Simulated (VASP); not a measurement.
The system is Si.

```
CELL_PARAMETERS angstrom
2.52700 0.00000 0.00000
-1.26350 2.18845 0.00000
0.00000 0.00000 2.37300
ATOMIC_POSITIONS crystal
Si 0.00000 0.00000 0.00000
```

This isn't the form of Si at room conditions, which is diamond.

```yaml
Program: VASP 6.6.1
Task: relaxation of cell and atoms
Functional: PBE
Potentials_or_basis: VASP PAW PBE potentials, release 64 (Si)
Cutoff: 520 eV
k_mesh: 20 × 20 × 18
Occupations: gaussian, width 0.1 eV
Spin: no spin polarisation
```

At the start: pressure 20.6 GPa; volume 13.12 Å³/atom.

Task: Where does the relaxation end?

Result: Over 8 steps the energy falls by 111.2 meV/atom and the volume is 15.09 Å³/atom (+15.0 %); space group P6/mmm (No. 191, to 0.05 Å).

The path:
| step | energy change (eV) | largest force (eV/Å) | pressure (GPa) | volume (Å³) |
| --- | --- | --- | --- | --- |
| 1 | 0.0000 | 0.0000 | 20.63 | 13.12 |
| 2 | -0.0663 | 0.0000 | -8.26 | 16.60 |
| 3 | -0.1102 | 0.0000 | -0.04 | 15.07 |
| 4 | -0.1102 | 0.0000 | 0.26 | 15.03 |
| 5 | -0.1112 | 0.0000 | 0.23 | 15.06 |
| 6 | -0.1112 | 0.0000 | 0.23 | 15.06 |
| 7 | -0.1112 | 0.0000 | -0.09 | 15.10 |
| 8 | -0.1112 | 0.0000 | -0.03 | 15.09 |

Final structure:
```
Si
1.0
     2.65461    0.00000    0.00000
    -1.32731    2.29896    0.00000
     0.00000    0.00000    2.47276
Si
1
Direct
  0.00000 0.00000 0.00000
```

Caveat: the volume moved by +15 % from the deposited cell, more than functionals usually miss.
